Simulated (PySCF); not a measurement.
**Static response to an electric field**

Species: methyl methacrylate, C5H8O2.
Structure used (GFN2-xTB), in Å, numbered top down from 1:
```xyz
15
C5H8O2 angstrom
C     -1.9661    1.2368   -0.3798
C     -1.0712    0.2574   -0.2954
C     -1.4114   -1.1976   -0.3244
C      0.3643    0.6287   -0.1695
O      0.7738    1.7599   -0.0752
O      1.1586   -0.4527   -0.1818
C      2.5588   -0.2421   -0.0869
H     -3.0203    1.0418   -0.4774
H     -1.6517    2.2664   -0.3538
H     -2.4851   -1.3351   -0.4197
H     -0.9118   -1.6829   -1.1606
H     -1.0679   -1.6823    0.5877
H      2.9055   -0.5965    0.8850
H      3.0358   -0.8146   -0.8819
H      2.7843    0.8207   -0.1940
```

Level: PBE0/def2-SVPD (PySCF), static field, nuclei fixed, core orbitals frozen in the response. The polarisability tensor in these axes (au):

```
x   85.14 -8.37  2.80
y   -8.37 72.69 -0.18
z    2.80 -0.18 48.81
```

**Question.** Diagonalise the tensor; give its mean and Δα, where Δα² is half the sum of the squared differences of the eigenvalues.

**Answer.** Principal values 48.58, 68.55 and 89.52 au; mean 68.88 au = 10.21 Å³ = 11.36 × 10⁻⁴⁰ C²·m²/J; Δα = 35.45 au (51 % of the mean).

**Question.** What is the dipole moment, and where does it point?

**Answer.** (-0.20, -1.99, -0.16) D, 2.01 D in size, pointing from the negative to the positive side. Measured along this direction, the outermost atoms are H9 at the negative end and H11 at the positive end.

**Question.** How large is μ²/3kT at 350 K beside α?

**Answer.** In Gaussian units μ²/3kT = 27.79 Å³ against 10.21 Å³, a ratio of 2.72; the Debye molar polarisation (4π/3)N_A(α + μ²/3kT) is 95.8 cm³/mol, leaving out the vibrational part.

**Question.** Refractivity n − 1 of an ideal gas of it at 400 K and 1 atm, from the electronic α?

**Answer.** N = p/kT = 1.8347 × 10¹⁹ cm⁻³, so n − 1 = 2π × N × 10.21 × 10⁻²⁴ cm³ = 1177 × 10⁻⁶ at long wavelengths.

**Question.** Rayleigh depolarisation ratio (linearly polarised light, static tensor)?

**Answer.** ρ = 3Δα²/(45ᾱ² + 4Δα²) = 3770.8/(213508 + 5027.8) = 0.0173.

**Question.** Sum over states: ᾱ = Σ f/ω², ω in Eh. What share falls to these 8 lowest TDDFT singlets (eV, f)? 5.00, 0.0004; 6.05, 0.2201; 6.69, 0.1396; 7.17, 0.0002; 7.33, 0.0027; 7.68, 0.0178; 7.76, 0.0005; 8.03, 0.0094.

**Answer.** They add up to 7.15 au, 10.4 % of the 68.88 au; the largest single term is 4.45 au, from the state at 6.05 eV. Terms in order: 0.01, 4.45, 2.31, 0.00, 0.04, 0.22, 0.01, 0.11 au. Higher excitations give the rest. The strengths listed sum to 0.391.

Geometry: GFN2-xTB, one conformer, isolated molecule.
